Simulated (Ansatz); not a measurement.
Polymorphs of Nb2H3

All numbers below come from Ansatz, DFT PBE, scalar-relativistic, plane waves, PAW. All cells share a 420 eV cutoff and Γ-centred k meshes spaced at most about 0.3 Å⁻¹ (about 0.25 or finer for metals, 2π included). No spin polarisation.

Energies over the elements count from the elements' standard structures at the same level (H₂ as a molecule), with no fitted energy shifts.

These are static total energies at zero pressure. The comparison covers the computed candidates alone. Weakly bound directions are ill-defined at this level, which has no dispersion term (R-3m), and this can change margins and order among such cells. With hydrogen, zero-point motion can shift formation energies by some tens of meV/atom.

Invented guesses were relaxed alike, and ends that match in structure were merged. ΔE counts from the first row. Coordination counts H atoms around Nb (those within 1.25 times the shortest such distance or 1.15 times the sum of covalent radii; a plus sign parts nearer from farther groups). The ends were matched against large subsets of the Crystallography Open Database and the Materials Project, so a missing match doesn't prove that a structure is unreported.

| # | reached from | type and space group | atoms | Å³/atom | coordination | ΔE (meV/atom) | gap on mesh (eV) | in databases |
| --- | --- | --- | --- | --- | --- | --- | --- | --- |
| 1 | A-type sesquioxide type (P-3m1) | La2O3 (A sesquioxide), P-3m1 (No. 164) | 5 | 8.8 | Nb 4+3 | 0 | 0.00 | no match |
| 2 | corundum type (R-3c) | corundum, R-3c (No. 167) | 10 | 8.9 | Nb 6 | 18 | 0.00 | no match |
| 3 | tetradymite type (R-3m) | tetradymite, R-3m (No. 166) | 5 | 11.4 | Nb 6 | 146 | 0.00 | no match |
| 4 | random cell | P4/mmm (No. 123) | 10 | 10.9 | Nb 2+2 | 542 | 0.00 | no match |

The lowest: Space group P-3m1 (No. 164), trigonal, a = 3.091 Å, c = 5.322 Å. Around Nb lie 4 H at 1.96–2.00 Å and 3 H at 2.18 Å; H on a site of symmetry -3m has 6 Nb at 2.18 Å; H on a site of symmetry 3m has 4 Nb at 1.96–2.00 Å and 3 H at 2.14 Å. Its energy over the elements is −0.18 eV/atom. A negative formation energy is needed for stability but isn't enough: competing phases decide. An observed structure of this formula, if there is one, may be missing.

```
Nb H
1.0
     3.09114    0.00000    0.00000
    -1.54557    2.67701    0.00000
     0.00000    0.00000    5.32204
Nb H
2 3
Cartesian
  0.0000 1.7847 1.2526
  1.5456 0.8923 4.0695
  0.0000 0.0000 0.0000
  0.0000 1.7847 3.2518
  1.5456 0.8923 2.0703
```

The second: Space group R-3c (No. 167), trigonal, a = 5.048 Å, c = 12.044 Å. Nb has 6 H at 1.97–1.98 Å and 8 Nb at 2.95–3.10 Å; H is surrounded by 4 Nb at 1.97–1.98 Å. Counting H atoms around Nb, the first has Nb 4+3 and the second has Nb 6. Cells relaxed within their symmetry can be saddle points.

```cif
data_structure
_symmetry_space_group_name_H-M 'R-3c:H'
_symmetry_Int_Tables_number 167
_cell_length_a 5.0484
_cell_length_b 5.0484
_cell_length_c 12.0440
_cell_angle_alpha 90.000
_cell_angle_beta 90.000
_cell_angle_gamma 120.000
_cell_volume 265.83
loop_
_atom_site_label
_atom_site_type_symbol
_atom_site_symmetry_multiplicity
_atom_site_Wyckoff_symbol
_atom_site_fract_x
_atom_site_fract_y
_atom_site_fract_z
_atom_site_occupancy
Nb1 Nb 12 c 0.33333 0.66667 0.53914 1
H1 H 18 e 0.92755 0.33333 0.08333 1
```

Some candidate types were left out of the draw beforehand, so a known form may be missing.
